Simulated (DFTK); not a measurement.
Crystal: Ir.

```
CELL_PARAMETERS angstrom
0.00000 1.91560 1.91560
1.91560 0.00000 1.91560
1.91560 1.91560 0.00000
ATOMIC_POSITIONS crystal
Ir 0.00000 0.00000 0.00000
```

Base run:

```yaml
Program: DFTK 0.8.2
Functional: PBE
Potentials_or_basis: dojo.nc.sr.pbe.v0_4_1.standard.upf (PBE)
Cutoff: 1088 eV
k_mesh: 12 × 12 × 12
Occupations: fermi-dirac, width 0.05 eV
Spin: no spin polarisation
```

Its results: band gap on the k mesh none (metal or under the smearing width); pressure 10.4 GPa.

Question: The run is repeated on the same cell with these changes: functional from PBE to PBEsol; potentials or basis from dojo.nc.sr.pbe.v0_4_1.standard.upf (PBE) to SG15 1.2 (PBE); cutoff from 1088 eV to 952 eV. What comes out?

Answer: Band gap on the k mesh none (metal or under the smearing width); pressure -0.3 GPa.

Caveats: the potentials were made for another functional, which shifts forces and pressure (some runs); spin-orbit coupling is left out, which moves the levels of the heavy elements (some runs).
